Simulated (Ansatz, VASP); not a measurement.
## One calculation of Mg, two programs

Contents of INCAR:

```
SYSTEM = Mg
PREC = Accurate ; ENCUT = 520
EDIFF = 1E-7 ; ISMEAR = -1
SIGMA = 0.1 ; LREAL = .FALSE.
LASPH = .TRUE. ; NELM = 80
ALGO = Normal ; ISIF = 2
LWAVE = .FALSE. ; LCHARG = .FALSE.
GGA = RP ; NBANDS = 7
```

Contents of KPOINTS:

```
regular mesh
0
G
  13 13 13
  0 0 0
```

File POSCAR:

```
Mg
1.0
    0.0000000000      2.2549564397      2.2549564397
    2.2549564397      0.0000000000      2.2549564397
    2.2549564397      2.2549564397      0.0000000000
Mg
1
Direct
    0.0000000000      0.0000000000      0.0000000000
```

Input for Ansatz:

```yaml
crystal:
  lattice:
    - [0.0, 2.2549564397, 2.2549564397]
    - [2.2549564397, 0.0, 2.2549564397]
    - [2.2549564397, 2.2549564397, 0.0]
  atoms:
    - { symbol: Mg, position: [0.0, 0.0, 0.0] }
hamiltonian:
  xc: rpbe
  pseudopotentials:
    kind: paw
    azcp:
      Mg: "pseudopotentials/Mg.paw.azcp"
basis:
  ecutwfc: 420
  fft_grid_basis: typed
kpoints:
  mp_grid: { grid: [13, 13, 13], shift: [0, 0, 0] }
magnetization:
  spin_polarized: false
scf:
  occupations: { method: fermi_dirac, width: 0.1 }
  lower_state_search: "off"
output:
  stress: true
  write_density: true
  write_potential: true
  elf: true
  volumetric_format: npy
```

Alike in both runs: task single point; functional RPBE; k mesh 13 × 13 × 13; occupations fermi-dirac, width 0.1 eV; no spin polarisation.

|  | VASP | Ansatz |
| --- | --- | --- |
| version | VASP 6.6.1 | Ansatz 0.2.0 |
| potentials or method | VASP PAW PBE potentials, release 64 (Mg) | plane waves (420 eV) with PAW, scalar-relativistic |
| plane-wave cutoff (eV) | 520 | 420 |
| valence electrons in the cell | 2 | 10 |

VASP gave:

```
pressure (GPa) : 1.3
```

**Question.** Estimate Ansatz's values.

**Answer.** Pressure (GPa): 1.5.

The functional is the same, so the differences come from potentials, cutoffs and numerics. The two sets of potentials don't hold the same shells in valence.

Caveats: the PAW data sets were made with another functional, which shifts forces and pressure a little (VASP).
